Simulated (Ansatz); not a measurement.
Rb: band structure with BLYP

Rb:

```
Rb
1.0
    -2.95451    2.95451    2.73085
     2.95451   -2.95451    2.73085
     2.95451    2.95451   -2.73085
Rb
1
Direct
  0.00000 0.00000 0.00000
```

This isn't the form of Rb at room conditions, which is bcc.

```json
{
 "Program": "Ansatz 0.2.0",
 "Task": "band structure",
 "Functional": "BLYP",
 "Potentials or basis": "JTH PAW",
 "Cutoff": "660 eV (not typed: the program's choice for these potentials)",
 "k mesh": "7 × 7 × 7",
 "Occupations": "gaussian, width 0.025 eV",
 "Spin": "no spin polarisation",
 "Path": "[[\"G\", \"X\", \"M\", \"G\", \"Z\", \"P\", \"N\", \"Z1\", \"M\"], [\"X\", \"P\"]]",
 "Points for each segment of the path": "14"
}
```

```
Pressure               : 0.0 GPa
Band gap on the k mesh : none (metal or under the smearing width)
```

Levels at the corners of the path, in eV from the Fermi level:
| point | band 1 | band 2 | band 3 | band 4 | band 5 | band 6 | band 7 | band 8 | band 9 |
| --- | --- | --- | --- | --- | --- | --- | --- | --- | --- |
| Γ | -29.12 | -13.15 | -13.15 | -13.14 | -1.91 | 3.29 | 3.68 | 3.68 | 4.19 |
| X | -29.12 | -13.23 | -13.17 | -13.14 | 0.09 | 0.77 | 2.82 | 3.86 | 4.80 |
| M | -29.12 | -13.21 | -13.21 | -13.19 | 1.28 | 1.42 | 2.92 | 2.92 | 3.68 |
| Γ | -29.12 | -13.15 | -13.15 | -13.14 | -1.91 | 3.29 | 3.68 | 3.68 | 4.19 |
| Z | -29.12 | -13.21 | -13.21 | -13.19 | 1.30 | 1.40 | 2.91 | 2.91 | 3.38 |
| P | -29.12 | -13.19 | -13.18 | -13.18 | 1.35 | 1.35 | 1.40 | 2.18 | 4.94 |
| N | -29.12 | -13.23 | -13.17 | -13.15 | 0.27 | 0.93 | 2.42 | 4.03 | 5.04 |
| Z1 | -29.12 | -13.21 | -13.21 | -13.19 | 1.30 | 1.40 | 2.91 | 2.91 | 3.38 |
| M | -29.12 | -13.21 | -13.21 | -13.19 | 1.28 | 1.42 | 2.92 | 2.92 | 3.68 |
| X | -29.12 | -13.23 | -13.17 | -13.14 | 0.09 | 0.77 | 2.82 | 3.86 | 4.80 |
| P | -29.12 | -13.19 | -13.18 | -13.18 | 1.35 | 1.35 | 1.40 | 2.18 | 4.94 |

It took 12 s on 1 thread of Intel(R) Xeon(R) Platinum 8175M CPU @ 2.50GHz (Skylake/Cascade Lake), on a shared host, peak memory 0.45 GiB.
